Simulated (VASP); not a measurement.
# NaCl (Fm-3m) in VASP: notebook

One crystal, NaCl, is run at these levels: PBE; tasks: single point.

Program: VASP 6.6.1. These are calculated values, not measurements. Logs are shortened: lines on timing, memory, paths and dates and some standing lists are left out, and cuts for length are marked.

### Step 1. The structure

The structure is cubic, space group Fm-3m (No. 225). Conventional cell: a = 5.588 Å, b = 5.588 Å, c = 5.588 Å, α = 90.00°, β = 90.00°, γ = 90.00°. Around Cl (site symmetry m-3m) lie 6 Na at 2.79 Å. Na (site symmetry m-3m) is surrounded by 6 Cl at 2.79 Å.

The cell is a database's computed one.

### Step 2. Single point, PBE

Contents of INCAR:

```
SYSTEM = NaCl
ALGO = Fast ; EDIFF = 1E-7
ENCUT = 400 ; GGA = PE
ISIF = 2 ; ISMEAR = 0
LASPH = .TRUE. ; LCHARG = .FALSE.
LREAL = .FALSE. ; LWAVE = .FALSE.
NBANDS = 15 ; NELM = 80
PREC = Accurate ; SIGMA = 0.02
```

Contents of KPOINTS:

```
k-points
0
G
  3 3 3
  0 0 0
```

Contents of POSCAR:

```
NaCl
1.0
    0.0000000000      2.7940632177      2.7940632177
    2.7940632177      0.0000000000      2.7940632177
    2.7940632177      2.7940632177      0.0000000000
Cl Na
1 1
Direct
    0.5000000000      0.5000000000      0.5000000000
    0.0000000000      0.0000000000      0.0000000000
```

Potentials or basis: VASP PAW PBE potentials, release 64 (Cl_GW, Na_sv_GW).

Run with:

```sh
cat potpaw_PBE.64/Cl_GW/POTCAR potpaw_PBE.64/Na_sv_GW/POTCAR > POTCAR
mpirun -np 1 vasp_std > vasp.out
```

OUTCAR:

```text
SYSTEM = NaCl
   EDIFF = 1E-7
   ENCUT = 400
   GGA = PE
   ISIF = 2
   ISMEAR = 0
   LASPH = .TRUE.
   LREAL = .FALSE.
   NELM = 80
   PREC = Accurate

 ion  position               nearest neighbor table
   1  0.500  0.500  0.500-
   2  0.000  0.000  0.000-

  LATTYP: Found a face centered cubic cell.
 ALAT       =     5.5881264354

  Lattice vectors:

 A1 = (   0.0000000000,   2.7940632177,   2.7940632177)
 A2 = (   2.7940632177,   0.0000000000,   2.7940632177)
 A3 = (   2.7940632177,   2.7940632177,   0.0000000000)

Analysis of symmetry for initial positions (statically):
=====================================================================
 Subroutine PRICEL returns:
 Original cell was already a primitive cell.

 Routine SETGRP: Setting up the symmetry group for a
 face centered cubic supercell.

 Subroutine GETGRP returns: Found 48 space group operations
 (whereof 48 operations were pure point group operations)
 out of a pool of 48 trial point group operations.

The static configuration has the point symmetry O_h .

Analysis of symmetry for dynamics (positions and initial velocities):
=====================================================================
 Subroutine PRICEL returns:
 Original cell was already a primitive cell.

 Routine SETGRP: Setting up the symmetry group for a
 face centered cubic supercell.

 Subroutine GETGRP returns: Found 48 space group operations
 (whereof 48 operations were pure point group operations)
 out of a pool of 48 trial point group operations.

The dynamic configuration has the point symmetry O_h .

 Subroutine INISYM returns: Found 48 space group operations
 (whereof 48 operations are pure point group operations),
 and found     1 'primitive' translations

----------------------------------------------------------------------------------------

                                     Primitive cell

  volume of cell :      43.6253

  direct lattice vectors                    reciprocal lattice vectors
     0.000000000  2.794063218  2.794063218    -0.178950854  0.178950854  0.178950854
     2.794063218  0.000000000  2.794063218     0.178950854 -0.178950854  0.178950854
     2.794063218  2.794063218  0.000000000     0.178950854  0.178950854 -0.178950854

  length of vectors
     3.951402097  3.951402097  3.951402097     0.309951972  0.309951972  0.309951972

  position of ions in fractional coordinates (direct lattice)
     0.500000000  0.500000000  0.500000000
     0.000000000  0.000000000  0.000000000

  ion indices of the primitive-cell ions
   primitive index   ion index
                 1           1
                 2           2

----------------------------------------------------------------------------------------

 KPOINTS: k-points

Automatic generation of k-mesh.
 Grid dimensions read from file:
 generate k-points for:    3    3    3

 Generating k-lattice:

  Cartesian coordinates                     Fractional coordinates (reciprocal lattice)
    -0.059650285  0.059650285  0.059650285     0.333333333  0.000000000  0.000000000
     0.059650285 -0.059650285  0.059650285     0.000000000  0.333333333  0.000000000
     0.059650285  0.059650285 -0.059650285     0.000000000  0.000000000  0.333333333

  Length of vectors
     0.103317324  0.103317324  0.103317324

  Shift w.r.t. Gamma in fractional coordinates (k-lattice)
     0.000000000  0.000000000  0.000000000

 Subroutine IBZKPT returns following result:
 ===========================================

 Found      4 irreducible k-points:

 Following reciprocal coordinates:
            Coordinates               Weight
  0.000000  0.000000  0.000000      1.000000
  0.333333  0.000000  0.000000      8.000000
  0.333333  0.333333  0.000000      6.000000
 -0.333333  0.333333  0.000000     12.000000
   k-points           NKPTS =      4   k-points in BZ     NKDIM =      4   number of bands    NBANDS=     15
   number of dos      NEDOS =    301   number of ions     NIONS =      2
   total plane-waves  NPLWV =  21952
   dimension x,y,z NGX =    28 NGY =   28 NGZ =   28
   dimension x,y,z NGXF=    56 NGYF=   56 NGZF=   56
   ions per type =               1   1
   NGX,Y,Z   is equivalent  to a cutoff of  11.78, 11.78, 11.78 a.u.
   NGXF,Y,Z  is equivalent  to a cutoff of  23.56, 23.56, 23.56 a.u.
 SYSTEM =  NaCl
   PREC   = accura    normal or accurate (medium, high low for compatibility)
   ISTART =      0    job   : 0-new  1-cont  2-samecut
   ICHARG =      2    charge: 1-file 2-atom 10-const
   ISPIN  =      1    spin polarized calculation?
   LNONCOLLINEAR =      F non collinear calculations
   LSORBIT =      F    spin-orbit coupling
   LASPH  =      T    aspherical Exc in radial PAW
   ENCUT  =  400.0 eV  29.40 Ry    5.42 a.u.   6.44  6.44  6.44*2*pi/ulx,y,z
   NELM   =     80;   NELMIN=  2; NELMDL= -5     # of ELM steps
   EDIFF  = 0.1E-06   stopping-criterion for ELM
   LREAL  =      F    real-space projection
   EDIFFG = 0.1E-05   stopping-criterion for IOM
   NSW    =      0    number of steps for IOM
   IBRION =     -1    ionic relax: 0-MD 1-quasi-New 2-CG
   NFREE  =      0    steps in history (QN), initial steepest desc. (CG)
   ISIF   =      2    stress and relaxation
   ISYM   =      2    0-nonsym 1-usesym 2-fastsym
   POTIM  = 0.5000    time-step for ionic-motion
   TEBEG  =    0.0;   TEEND  =   0.0 temperature during run
   PSTRESS=    0.0 pullay stress
   NELECT =      16.0000    total number of electrons
   NUPDOWN=      -1.0000    fix difference up-down
   EMIN   =  10.00;   EMAX   =-10.00  energy-range for DOS
   EFERMI =   0.00;   METHOD = LEGACY
   ISMEAR =     0;   SIGMA  =   0.02  broadening in eV -4-tet -1-fermi 0-gaus
   EFERMI_NEDOS =   21; number of points for ismear=-14 and -15
   IALGO  =     68    algorithm
   IMIX   =      4    mixing-type and parameters
     AMIX     =   0.40;   BMIX     =  1.00
     AMIX_MAG =   1.60;   BMIX_MAG =  1.00
  volume/ion in A,a.u.               =      21.81       147.20
  Fermi-wavevector in a.u.,A,eV,Ry     =   1.171841  2.214458 18.683667  1.373211
  Thomas-Fermi vector in A             =   2.308278
   LORBIT       =      0    0 simple, 1 ext, 2 COOP (PROOUT), +10 PAW based schemes
   GGA     = PE    functional components
   LHFCALC =     F    Hartree Fock is set to
   AEXX    =    0.0000 exact exchange contribution
   IVDW    =     0    specifies the selected vdW correction
   LEPSILON=     F    determine dielectric tensor
   LRPA    =     F    only Hartree local field effects (RPA)
 non-spin polarized calculation
 RMM-DIIS sequential band-by-band and
 Gauss-broadening in eV      SIGMA  =   0.02
  energy-cutoff  :      400.00
  volume of cell :       43.63
 maximum number of plane-waves:       821
 NGX is ok and might be reduce to    28
   NGX = 13   NGY = 13   NGZ = 13

 number of electron      16.0000003 magnetization

 Free energy of the ion-electron system (eV)
  ---------------------------------------------------
  ext. energy  EPLUGINS =         0.00000000
  ---------------------------------------------------
  free energy    TOTEN  =        -8.82613193 eV

  energy without entropy =       -8.82613193  energy(sigma->0) =       -8.82613193

 E-fermi :  -0.6630     XC(G=0):  -8.3808

 val. band max:       -0.7582831819   @ k =   0.0000   0.0000   0.0000
 cond. band min:       4.4557829018   @ k =   0.0000   0.0000   0.0000
 fundamental gap:      5.2140660837
 Fermi energy:        -0.6629823200

 k-point     1 :       0.0000    0.0000    0.0000
  band No.  band energies     occupation
      1     -49.6191      2.00000
      2     -21.5522      2.00000
      3     -21.5522      2.00000
      4     -21.5522      2.00000
      5     -13.4786      2.00000
      6      -0.7583      2.00000
      7      -0.7583      2.00000
      8      -0.7583      2.00000
      9       4.4558      0.00000
     10      10.2950      0.00000
     11      10.2950      0.00000
     12      10.2950      0.00000
     13      12.4019      0.00000
     14      12.4019      0.00000
     15      14.2475      0.00000

 k-point     2 :       0.3333    0.0000    0.0000
  band No.  band energies     occupation
      1     -49.6186      2.00000
      2     -21.5775      2.00000
      3     -21.5544      2.00000
      4     -21.5544      2.00000
      5     -13.2102      2.00000
      6      -2.3556      2.00000
      7      -0.9710      2.00000
      8      -0.9710      2.00000
      9       6.3673      0.00000
     10       9.4345      0.00000
     11      10.4134      0.00000
     12      10.4134      0.00000
     13      13.2171      0.00000
     14      13.2171      0.00000
     15      14.7007      0.00000

 k-point     3 :       0.3333    0.3333    0.0000
  band No.  band energies     occupation
      1     -49.6182      2.00000
      2     -21.5711      2.00000
      3     -21.5594      2.00000
      4     -21.5594      2.00000
      5     -13.1598      2.00000
      6      -2.2230      2.00000
      7      -1.2407      2.00000
      8      -1.2407      2.00000
      9       6.9809      0.00000
     10       7.7349      0.00000
     11       9.8755      0.00000
     12      12.6121      0.00000
     13      12.6121      0.00000
     14      13.6945      0.00000
     15      17.9454      0.00000

 k-point     4 :      -0.3333    0.3333    0.0000
  band No.  band energies     occupation
      1     -49.6179      2.00000
      2     -21.5730      2.00000
      3     -21.5682      2.00000
      4     -21.5578      2.00000
      5     -13.0642      2.00000
      6      -2.1451      2.00000
      7      -2.0408      2.00000
      8      -1.2053      2.00000
      9       7.8157      0.00000
     10       8.6968      0.00000
     11       9.5075      0.00000
     12      11.5722      0.00000
     13      13.0909      0.00000
     14      13.8354      0.00000
     15      17.4530      0.00000

------------------------ aborting loop because EDIFF is reached ----------------------------------------

  FORCE on cell =-STRESS in cart. coord.  units (eV):
  Direction    XX          YY          ZZ          XY          YZ          ZX
  --------------------------------------------------------------------------------------
  -------------------------------------------------------------------------------------
  Total        0.2356612      0.2356612      0.2356612     -0.0000000     -0.0000000     -0.0000000
  in kB        8.6548588      8.6548588      8.6548588     -0.0000000     -0.0000000     -0.0000000
  external PRESSURE =       8.6548588 kB  Pullay stress =       0.0000000 kB

 VOLUME and BASIS-vectors are now :
 -----------------------------------------------------------------------------
  energy-cutoff  :      400.00
  volume of cell :       43.63
      direct lattice vectors                 reciprocal lattice vectors
     0.000000000  2.794063218  2.794063218    -0.178950854  0.178950854  0.178950854
     2.794063218  0.000000000  2.794063218     0.178950854 -0.178950854  0.178950854
     2.794063218  2.794063218  0.000000000     0.178950854  0.178950854 -0.178950854

 POSITION                                       TOTAL-FORCE (eV/Angst)
 -----------------------------------------------------------------------------------
      2.79406      2.79406      2.79406        -0.000000     -0.000000      0.000000
      0.00000      0.00000      0.00000         0.000000      0.000000     -0.000000
 -----------------------------------------------------------------------------------
    total drift:                                0.000000      0.000000      0.000000

  FREE ENERGIE OF THE ION-ELECTRON SYSTEM (eV)
  ---------------------------------------------------
  free  energy   TOTEN  =        -8.8261319276 eV

  energy  without entropy=       -8.8261319276  energy(sigma->0) =       -8.82613193
```

Wall time 5.1 s (1 thread of AMD EPYC 9R45 (Zen 5), shared host); peak memory 0.11 GiB.

What came out:

| Item | Value |
| --- | --- |
| Free energy | -8.8261 eV |
| Band gap on the k mesh | 5.21 eV, direct |

Caveat: the k mesh is coarse (spacing up to 0.65 Å⁻¹), so the values aren't converged; the cutoff is under 1.25 times the usual one of these potentials, so pressure, stress and relaxed cells hold a basis-set (Pulay) error.

[end of part 1 of 2]
